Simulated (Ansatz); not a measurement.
Stability checks on a candidate for BeH2

It was reached by relaxing an invented guess, and it needn't be the stable form of this composition.

Computed with DFT PBE, scalar-relativistic, plane waves, PAW in Ansatz 0.2.0. Settings of the last relaxation (18-atom cell): 420 eV, 4×4×6 k points, Gaussian smearing of 0.02 eV, no spin polarisation.

```yaml
crystal:
  lattice:
    - [3.23102, -7.01688, 0.00000]
    - [3.23102, 7.01688, 0.00000]
    - [0.00000, 0.00000, 4.58969]
  atoms:
    - { symbol: Be, position: [0.00881, 0.40012, 0.25000] }
    - { symbol: Be, position: [0.40012, 0.00881, 0.75000] }
    - { symbol: Be, position: [0.59988, 0.99119, 0.25000] }
    - { symbol: Be, position: [0.99119, 0.59988, 0.75000] }
    - { symbol: Be, position: [0.44145, 0.55855, 0.25000] }
    - { symbol: Be, position: [0.55855, 0.44145, 0.75000] }
    - { symbol: H, position: [0.84099, 0.15901, 0.25000] }
    - { symbol: H, position: [0.00000, 0.50000, 0.00000] }
    - { symbol: H, position: [0.00000, 0.50000, 0.50000] }
    - { symbol: H, position: [0.20167, 0.41616, 0.25000] }
    - { symbol: H, position: [0.50000, 0.00000, 0.50000] }
    - { symbol: H, position: [0.50000, 0.00000, 0.00000] }
    - { symbol: H, position: [0.15901, 0.84099, 0.75000] }
    - { symbol: H, position: [0.41616, 0.20167, 0.75000] }
    - { symbol: H, position: [0.58384, 0.79833, 0.25000] }
    - { symbol: H, position: [0.79833, 0.58384, 0.75000] }
    - { symbol: H, position: [0.50000, 0.50000, 0.00000] }
    - { symbol: H, position: [0.50000, 0.50000, 0.50000] }
```

Formation energies are uncorrected and refer to the elements' standard structures at the same level (H₂ as a molecule).

**Question.** These tests were run: energy against the elements; phonons on a 1×1×2 q mesh. What do they show?

**Answer.**

```json
{"test": "energy against the elements", "result": "−0.010 eV/atom"}
{"test": "phonons on a 1×1×2 q mesh", "result": "imaginary modes down to 378i cm⁻¹"}
```

It fails one test: phonons on a 1×1×2 q mesh. So it isn't even a local minimum. Undecided within the accuracy: energy against the elements.

With hydrogen, zero-point motion can shift formation energies by some tens of meV/atom. The run for the phonons used a 4×4×6 k mesh.
